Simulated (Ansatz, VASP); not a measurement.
# Two plane-wave programs on Cu3Cl

```
Cu Cl
1.0
     3.83799    0.00000    0.00000
     0.00000    3.83799    0.00000
     0.00000    0.00000    3.83799
Cu Cl
3 1
Cartesian
  0.0000 1.9190 1.9190
  1.9190 0.0000 1.9190
  1.9190 1.9190 0.0000
  0.0000 0.0000 0.0000
```

Alike in both runs: functional PBE; k mesh 10 × 10 × 10; occupations gaussian, width 0.02 eV; no spin polarisation.

Ansatz relaxed the structure, and its values are those at the end. VASP's run is a single point on that final structure, the one shown.

```csv
,VASP,Ansatz
version,VASP 6.6.1,Ansatz 0.2.0
potentials or method,"VASP PAW PBE potentials, release 64 (Cu, Cl)","scalar-relativistic, plane waves, PAW"
plane-wave cutoff (eV),520,420
valence electrons in the cell,40,64
```

VASP gave:

* gap on the k mesh at the Fermi level (eV): 0.02
* pressure (GPa): 0.2

Q: What did Ansatz give for the same quantities?

A: gap on the k mesh at the Fermi level (eV): 0.01; pressure (GPa): 0.0.

With one functional, cell and mesh, what is left measures potentials, basis and numerics. The two sets of potentials don't hold the same shells in valence.
